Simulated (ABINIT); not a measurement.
# Si2Ni (Fm-3m) in ABINIT: single point with PBEsol

Aim: the single point of Si2Ni with PBEsol.

Everything below comes from runs of ABINIT 10.8.3 (patched build). Logs are shortened: lines on timing, memory, paths and dates and some standing lists are left out, and cuts for length are marked. The log counts tension as positive stress, the text compression.

## Step 1: The crystal as given

The structure is cubic, space group Fm-3m (No. 225). Conventional cell: a = 5.406 Å, b = 5.406 Å, c = 5.406 Å, α = 90.00°, β = 90.00°, γ = 90.00°. Ni (site symmetry m-3m) is surrounded by 8 Si at 2.34 Å. Si (site symmetry -43m) has 4 Ni at 2.34 Å as nearest neighbours.

## Step 2: Single point, PBEsol, collinear spin, ferromagnetic start

run.abi

```
pp_dirpath "./"
pseudos "Ni.upf, Si.upf"

acell 3.8226192591 3.8226192591 3.8226192591 Angstrom
rprim
     0.0000000000     0.7071067812     0.7071067812
     0.7071067812     0.0000000000     0.7071067812
     0.7071067812     0.7071067812     0.0000000000
ntypat 2
znucl 28 14
natom 3
typat 1 2 2
xred
     0.0000000000     0.0000000000     0.0000000000
     0.7500000000     0.7500000000     0.7500000000
     0.2500000000     0.2500000000     0.2500000000

ecut 45.0

kptopt 1
ngkpt 7 7 7
nshiftk 1
shiftk 0.0 0.0 0.0

ixc -116133

nband 18
occopt 3
tsmear 0.05 eV

nsppol 2
spinat
     0.0000000000     0.0000000000     1.0000000000
     0.0000000000     0.0000000000     0.0000000000
     0.0000000000     0.0000000000     0.0000000000

nstep 100
tolvrs 1.0e-10

iomode 3
prtwf 0
prtden 0
prteig 0
prtebands 0
```

Potentials or basis: PseudoDojo NC SR PBEsol v0.4.1 standard.

Started as:

```bash
> mpirun --bind-to none -np 4 abinit run.abi > log 2>&1
```

run.abo:

```text
.Version 10.8.3 of ABINIT
 Symmetries : space group Fm -3 m (#225); Bravais cF (face-center cubic)
================================================================================
 Values of the parameters that define the memory need of the present run
     intxc =       0    ionmov =       0      iscf =       7    lmnmax =       6
     lnmax =       6     mgfft =      45  mpssoang =       3    mqgrid =    3001
     natom =       3  nloc_mem =       1    nspden =       2   nspinor =       1
    nsppol =       2      nsym =      48    n1xccc =    2501    ntypat =       2
    occopt =       3   xclevel =       2
       mpw =        3860          nfft =       91125          nkpt =          20
================================================================================
================================================================================

--------------------------------------------------------------------------------
------------- Echo of variables that govern the present computation ------------
--------------------------------------------------------------------------------
 -outvars: echo values of preprocessed input variables --------
            acell      7.2237034833E+00  7.2237034833E+00  7.2237034833E+00 Bohr
              amu      5.86900000E+01  2.80855000E+01
             ecut      4.50000000E+01 Hartree
              ixc     -116133
         kptrlatt        7    0    0      0    7    0      0    0    7
          kptrlen      5.05659244E+01
            natom           3
            nband          18
            ngfft          45      45      45
             nkpt          20
           nspden           2
           nsppol           2
            nstep         100
             nsym          48
           ntypat           2
           occopt           3
           prtden           0
        prtebands           0
           prteig           0
            prtwf           0
            rprim      0.0000000000E+00  7.0710678120E-01  7.0710678120E-01
                       7.0710678120E-01  0.0000000000E+00  7.0710678120E-01
                       7.0710678120E-01  7.0710678120E-01  0.0000000000E+00
          spgroup         225
           spinat      0.0000000000E+00  0.0000000000E+00  1.0000000000E+00
                       0.0000000000E+00  0.0000000000E+00  0.0000000000E+00
                       0.0000000000E+00  0.0000000000E+00  0.0000000000E+00
           tolvrs      1.00000000E-10
           tsmear      1.83746611E-03 Hartree
            typat      1  2  2
           xangst      0.0000000000E+00  0.0000000000E+00  0.0000000000E+00
                       4.0545000001E+00  4.0545000001E+00  4.0545000001E+00
                       1.3515000000E+00  1.3515000000E+00  1.3515000000E+00
            xcart      0.0000000000E+00  0.0000000000E+00  0.0000000000E+00
                       7.6618945776E+00  7.6618945776E+00  7.6618945776E+00
                       2.5539648592E+00  2.5539648592E+00  2.5539648592E+00
             xred      0.0000000000E+00  0.0000000000E+00  0.0000000000E+00
                       7.5000000000E-01  7.5000000000E-01  7.5000000000E-01
                       2.5000000000E-01  2.5000000000E-01  2.5000000000E-01
            znucl       28.00000   14.00000

================================================================================

 chkinp: Checking input parameters for consistency.

================================================================================
== DATASET  1 ==================================================================

--- !DatasetInfo
iteration_state: {dtset: 1, }
dimensions: {natom: 3, nkpt: 20, mband: 18, nsppol: 2, nspinor: 1, nspden: 2, mpw: 3860, }
cutoff_energies: {ecut:  45.0, pawecutdg:  -1.0, }
electrons: {nelect:   2.60000000E+01, charge:   0.00000000E+00, occopt:   3.00000000E+00, tsmear:   1.83746611E-03, }
meta: {optdriver: 0, ionmov: 0, optcell: 0, iscf: 7, paral_kgb: 0, }
...

 Real(R)+Recip(G) space primitive vectors, cartesian coordinates (Bohr,Bohr^-1):
 R(1)=  0.0000000  5.1079297  5.1079297  G(1)= -0.0978870  0.0978870  0.0978870
 R(2)=  5.1079297  0.0000000  5.1079297  G(2)=  0.0978870 -0.0978870  0.0978870
 R(3)=  5.1079297  5.1079297  0.0000000  G(3)=  0.0978870  0.0978870 -0.0978870
 Unit cell volume ucvol=  2.6654144E+02 bohr^3
 Angles (23,13,12)=  6.00000000E+01  6.00000000E+01  6.00000000E+01 degrees

 getcut: wavevector=  0.0000  0.0000  0.0000  ngfft=  45  45  45
         ecut(hartree)=     45.000   => boxcut(ratio)=   2.01707

[... 67 lines left out ...]
- [  7.5000E-01,   7.5000E-01,   7.5000E-01, Si]
- [  2.5000E-01,   2.5000E-01,   2.5000E-01, Si]
cartesian_forces: # hartree/bohr
- [  1.02958987E-31,  -3.43196624E-32,  -1.71598312E-31, ]
- [ -1.02958987E-31,  -3.43196624E-32,   2.40237637E-31, ]
- [  0.00000000E+00,   6.86393248E-32,  -6.86393248E-32, ]
force_length_stats: {min:   9.70706640E-32, max:   2.63614329E-31, mean:   1.87907618E-31, }
...

 Integrated electronic and magnetization densities in atomic spheres:
 ------------------------------------------------------------------------------------------------------------
 Radius=ratsph(iatom), smearing ratsm=  0.0000. Diff(up-dn)=approximate z local magnetic moment.
    Atom    Radius    up_density   dn_density  Total(up+dn)  Diff(up-dn)
    1 Ni   2.00000     8.284265     8.284265     16.568530    -0.000000
    2 Si   2.00000     0.860985     0.860985      1.721969     0.000000
    3 Si   2.00000     0.860985     0.860985      1.721969     0.000000
 ------------------------------------------------------------------------------------------------------------
  Sum:                10.006234    10.006234     20.012469    -0.000000
 Total magnetization (from the atomic spheres):               -0.000000
 Total magnetization (exact up - dn):                         -0.000000

================================================================================

 ----iterations are completed or convergence reached----

 Mean square residual over all n,k,spin=   10.462E-09; max=  28.495E-07
 reduced coordinates (array xred) for    3 atoms
       0.000000000000      0.000000000000      0.000000000000
       0.750000000000      0.750000000000      0.750000000000
       0.250000000000      0.250000000000      0.250000000000
 rms dE/dt=  9.2761E-31; max dE/dt=  1.0518E-30; dE/dt below (all hartree)
    1       0.000000000000      0.000000000000      0.000000000000
    2      -0.000000000000     -0.000000000000      0.000000000000
    3      -0.000000000000      0.000000000000      0.000000000000

 cartesian coordinates (angstrom) at end:
    1      0.00000000000000     0.00000000000000     0.00000000000000
    2      4.05450000008299     4.05450000008299     4.05450000008299
    3      1.35150000002766     1.35150000002766     1.35150000002766

 cartesian forces (hartree/bohr) at end:
    1      0.00000000000000    -0.00000000000000    -0.00000000000000
    2     -0.00000000000000    -0.00000000000000     0.00000000000000
    3      0.00000000000000     0.00000000000000    -0.00000000000000
 frms,max,avg= 1.1553720E-31 2.4023764E-31   0.000E+00  0.000E+00  0.000E+00 h/b

 cartesian forces (eV/Angstrom) at end:
    1      0.00000000000000    -0.00000000000000    -0.00000000000000
    2     -0.00000000000000    -0.00000000000000     0.00000000000000
    3      0.00000000000000     0.00000000000000    -0.00000000000000
 frms,max,avg= 5.9411617E-30 1.2353516E-29   0.000E+00  0.000E+00  0.000E+00 e/A
 length scales=  7.223703483320  7.223703483320  7.223703483320 bohr
              =  3.822619259100  3.822619259100  3.822619259100 angstroms
 Fermi (or HOMO) energy (hartree) =   0.35433   Average Vxc (hartree)=  -0.43206
 Magnetization (Bohr magneton)=  2.10495264E-07
 Total spin up =  1.29999999E+01   Total spin down =  1.30000001E+01
 Eigenvalues (hartree) for nkpt=  20  k points, SPIN UP:
 kpt#   1, nband= 18, wtk=  0.00292, kpt=  0.0000  0.0000  0.0000 (reduced coord)
  -3.47932   -2.02900   -2.02900   -2.02900   -0.15338    0.16404    0.16404    0.16404
   0.22743    0.22743    0.34531    0.41955    0.41955    0.41955    0.43841    0.43841
   0.43841    0.52875
      occupation numbers for kpt#   1
   1.00000    1.00000    1.00000    1.00000    1.00000    1.00000    1.00000    1.00000
   1.00000    1.00000    0.99266    0.00000    0.00000    0.00000    0.00000    0.00000
   0.00000    0.00000
 prteigrs : prtvol=0 or 1, do not print more k-points.

 Eigenvalues (hartree) for nkpt=  20  k points, SPIN DOWN:
 kpt#   1, nband= 18, wtk=  0.00292, kpt=  0.0000  0.0000  0.0000 (reduced coord)
  -3.47932   -2.02900   -2.02900   -2.02900   -0.15338    0.16404    0.16404    0.16404
   0.22743    0.22743    0.34531    0.41955    0.41955    0.41955    0.43841    0.43841
   0.43841    0.52875
      occupation numbers for kpt#   1
   1.00000    1.00000    1.00000    1.00000    1.00000    1.00000    1.00000    1.00000
   1.00000    1.00000    0.99266    0.00000    0.00000    0.00000    0.00000    0.00000
   0.00000    0.00000
 prteigrs : prtvol=0 or 1, do not print more k-points.

--- !EnergyTerms
iteration_state     : {dtset: 1, }
comment             : Components of total free energy in Hartree
kinetic             :  8.19014006671698E+01
hartree             :  7.17170483168151E+01
xc                  : -2.44238045330966E+01
Ewald energy        : -9.28967318803416E+01
psp_core            :  3.44348103146409E+00
local_psp           : -1.90682148299372E+02
non_local_psp       : -2.52234088167119E+01
internal            : -1.76164163514073E+02
'-kT*entropy'       : -2.54264109063193E-04
total_energy        : -1.76164417778182E+02
total_energy_eV     : -4.79367801496048E+03
band_energy         : -1.60382800806608E+01
...

 Cartesian components of stress tensor (hartree/bohr^3)
  sigma(1 1)=  7.04383533E-05  sigma(3 2)=  0.00000000E+00
  sigma(2 2)=  7.04383533E-05  sigma(3 1)=  0.00000000E+00
  sigma(3 3)=  7.04383533E-05  sigma(2 1)=  0.00000000E+00

-Cartesian components of stress tensor (GPa)         [Pressure= -2.0724E+00 GPa]
- sigma(1 1)=  2.07236790E+00  sigma(3 2)=  0.00000000E+00
- sigma(2 2)=  2.07236790E+00  sigma(3 1)=  0.00000000E+00
- sigma(3 3)=  2.07236790E+00  sigma(2 1)=  0.00000000E+00

== END DATASET(S) ==============================================================
================================================================================

 -outvars: echo values of variables after computation  --------
            acell      7.2237034833E+00  7.2237034833E+00  7.2237034833E+00 Bohr
           etotal     -1.7616441778E+02
            fcart      1.0295898713E-31 -3.4319662377E-32 -1.7159831189E-31
                      -1.0295898713E-31 -3.4319662377E-32  2.4023763664E-31
                       0.0000000000E+00  6.8639324754E-32 -6.8639324754E-32
            rprim      0.0000000000E+00  7.0710678120E-01  7.0710678120E-01
                       7.0710678120E-01  0.0000000000E+00  7.0710678120E-01
                       7.0710678120E-01  7.0710678120E-01  0.0000000000E+00
           strten      7.0438353333E-05  7.0438353333E-05  7.0438353333E-05
                       0.0000000000E+00  0.0000000000E+00  0.0000000000E+00
           xangst      0.0000000000E+00  0.0000000000E+00  0.0000000000E+00
                       4.0545000001E+00  4.0545000001E+00  4.0545000001E+00
                       1.3515000000E+00  1.3515000000E+00  1.3515000000E+00
             xred      0.0000000000E+00  0.0000000000E+00  0.0000000000E+00
                       7.5000000000E-01  7.5000000000E-01  7.5000000000E-01
                       2.5000000000E-01  2.5000000000E-01  2.5000000000E-01
 Calculation completed.
```

Run time: 39 s. Hardware: 4 MPI ranks of Arm Neoverse V2, shared host; peak memory 0.44 GiB.

Results:

```yaml
Free_energy: -4793.6780 eV
Pressure: -2.1 GPa
Band_gap_on_the_k_mesh: none (metal or under the smearing width)
Net_moment: 0.00 μB per cell
Valence_electrons_inside_the_program's_atomic_spheres: Ni 16.57; Si 1.72
```

Levels at points of the mesh, in eV from the Fermi level:
Spin up:
| k point | band 11 | band 12 | band 13 | band 14 | band 15 | band 16 |
| --- | --- | --- | --- | --- | --- | --- |
| (0.00, 0.00, 0.00) | -0.25 | 1.77 | 1.77 | 1.77 | 2.29 | 2.29 |
Spin down:
```
           k point  band 9  band 10  band 11  band 12  band 13  band 14  band 15  band 16  band 17  band 18
(0.00, 0.00, 0.00)   -3.45    -3.45    -0.25     1.77     1.77     1.77     2.29     2.29     2.29     4.75
```

Caveat: small starting moments can end in a higher magnetic state in this program.
